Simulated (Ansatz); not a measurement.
# Se: the cost of one run

Program: Ansatz 0.2.0. Level of theory: DFT PBE, scalar-relativistic. These are calculated values, not measurements.

### 1 The system as given

Symmetry: P3_221, No. 154, trigonal system. The conventional cell has a = 4.355 Å, b = 4.355 Å, c = 4.949 Å, α = 90.00°, β = 90.00°, γ = 120.00°. Se (site symmetry 2) is surrounded by 2 Se at 2.32 Å.

Coordinates:

```cif
data_structure
_symmetry_space_group_name_H-M 'P 1'
_symmetry_Int_Tables_number 1
_cell_length_a 4.3552
_cell_length_b 4.3552
_cell_length_c 4.9494
_cell_angle_alpha 90.000
_cell_angle_beta 90.000
_cell_angle_gamma 120.000
_cell_volume 81.30
loop_
_atom_site_label
_atom_site_type_symbol
_atom_site_fract_x
_atom_site_fract_y
_atom_site_fract_z
_atom_site_occupancy
Se1 Se 0.21700 0.00000 0.16667 1
Se2 Se 0.00000 0.21700 0.83333 1
Se3 Se 0.78300 0.78300 0.50000 1
```

Atoms are numbered in the order of the input: Se1, Se2, Se3.

### 2 Volume × 0.94, LAPW

input.yaml

```yaml
crystal:
  lattice:
    - [4.2662637173, 0.0, 0.0]
    - [-2.1331318586, 3.6946927584, 0.0]
    - [0.0, 0.0, 4.8484124658]
  atoms:
    - { symbol: Se, position: [0.217, 0.0, 0.1666666667] }
    - { symbol: Se, position: [0.0, 0.217, 0.8333333333] }
    - { symbol: Se, position: [0.783, 0.783, 0.5] }
kpoints:
  mp_grid: { grid: [8, 8, 6] }
  band_path:
    path:
      - [0.0, 0.0, 0.0]
      - [0.5, 0.0, 0.0]
      - [0.3333333333, 0.3333333333, 0.0]
      - [0.0, 0.0, 0.0]
      - [0.0, 0.0, 0.5]
      - [0.5, 0.0, 0.5]
      - [0.3333333333, 0.3333333333, 0.5]
      - [0.0, 0.0, 0.5]
      - [0.5, 0.0, 0.5]
    npoints: 5
scf:
  occupations: { method: fermi_dirac, width: 0.03 }
hamiltonian:
  xc: pbe
  pseudopotentials: { kind: all_electron, lapw: { basis_error: 0.0005 } }
output:
  forces: true
  stress: true
  eigenvalues: true
```

Launch:

```sh
ansatz run input.yaml --threads 1 --pin off --max-ram 4096MiB --backend cpu --events-out ev --progress --plain --runs-dir out
```

**Question.** How long does this run take on 1 thread of Intel Xeon 6975P-C (Granite Rapids), shared host, and how much memory does it need?

About 51 s, with a peak of 0.54 GiB.
